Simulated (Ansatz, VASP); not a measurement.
Zn2Si2N: VASP beside Ansatz

```xyz
5
Lattice="4.2373 0.0000 0.0000 0.0000 4.2373 0.0000 0.0000 0.0000 4.1342" Properties=species:S:1:pos:R:3 pbc="T T T"
Zn    0.0000    0.0000    2.0671
Zn    0.0000    0.0000    0.0000
Si    2.1186    0.0000    2.0671
Si    0.0000    2.1186    2.0671
N     2.1186    2.1186    2.0671
```

Alike in both runs: task relaxation of cell and atoms; functional PBE; k mesh 4 × 4 × 4; occupations gaussian, width 0.1 eV; no spin polarisation.

|  | VASP | Ansatz |
| --- | --- | --- |
| version | VASP 6.6.1 | Ansatz 0.2.0 |
| potentials or method | VASP PAW PBE potentials, release 64 (Zn, Si, N) | scalar-relativistic, plane waves, PAW |
| plane-wave cutoff (eV) | 600 | 420 |
| valence electrons in the cell | 37 | 37 |

```tsv
	VASP	Ansatz	Ansatz less VASP
gap on the k mesh at the Fermi level, each at its own relaxed structure (eV)	none	none	-
relaxed volume (Å³/atom)	19.48	19.48	+0.002
relaxed cell length with the largest relative difference (Å)	4.884	4.888	+0.0046
energy change over the relaxation (meV/atom)	-264	-258	+6.6
```

A gap of «none» marks a metal or a gap that the smearing closes.

Caveats: the k mesh is coarse (spacing up to 0.38 Å⁻¹), so the values aren't converged; the volume moved by over 15 % at a fixed basis, so the end points are rough (VASP).
